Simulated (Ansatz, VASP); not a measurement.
# One calculation of AgCl, two programs

INCAR

```
  PREC = Accurate
  ENCUT = 520
  EDIFF = 1E-7
  ISMEAR = 0
  SIGMA = 0.05
  LREAL = F
  LASPH = T
  NELM = 100
  ALGO = Normal
  ISIF = 2
  LWAVE = F
  LCHARG = F
  GGA = PE
  NBANDS = 16
```

KPOINTS

```
regular mesh
0
Gamma
  8 8 8
```

POSCAR

```
AgCl
1.0
    0.0000000000      2.7731500000      2.7731500000
    2.7731500000      0.0000000000      2.7731500000
    2.7731500000      2.7731500000      0.0000000000
Ag Cl
1 1
Direct
    0.5000000000      0.5000000000      0.5000000000
    0.0000000000      0.0000000000      0.0000000000
```

Input for Ansatz:

```yaml
crystal:
  lattice:
    - [0.0, 2.77315, 2.77315]
    - [2.77315, 0.0, 2.77315]
    - [2.77315, 2.77315, 0.0]
  atoms:
    - { symbol: Ag, position: [0.5, 0.5, 0.5] }
    - { symbol: Cl, position: [0.0, 0.0, 0.0] }
basis:
  ecutwfc: 420
kpoints:
  mp_grid: { grid: [8, 8, 8] }
hamiltonian:
  xc: pbe
scf:
  occupations: { method: gaussian, width: 0.05 }
output:
  forces: true
  stress: true
  eigenvalues: true
```

Alike in both runs: task single point; functional PBE; k mesh 8 × 8 × 8; occupations gaussian, width 0.05 eV; no spin polarisation.

```csv
,VASP,Ansatz
version,VASP 6.6.1,Ansatz 0.2.0
potentials or method,"VASP PAW PBE potentials, release 64 (Ag, Cl)","scalar-relativistic, plane waves, PAW"
plane-wave cutoff (eV),520,420
valence electrons in the cell,18,26
```

```tsv
	VASP	Ansatz	Ansatz less VASP
gap on the k mesh at the Fermi level (eV)	0.91	0.91	+0.003
least direct gap on the mesh (eV)	3.18	3.18	+0.002
pressure (GPa)	1.5	1.6	+0.14
```

The two sets of potentials don't hold the same shells in valence.

A k mesh can miss the band edges. As with any semilocal functional, this PBE gap is likely too small.
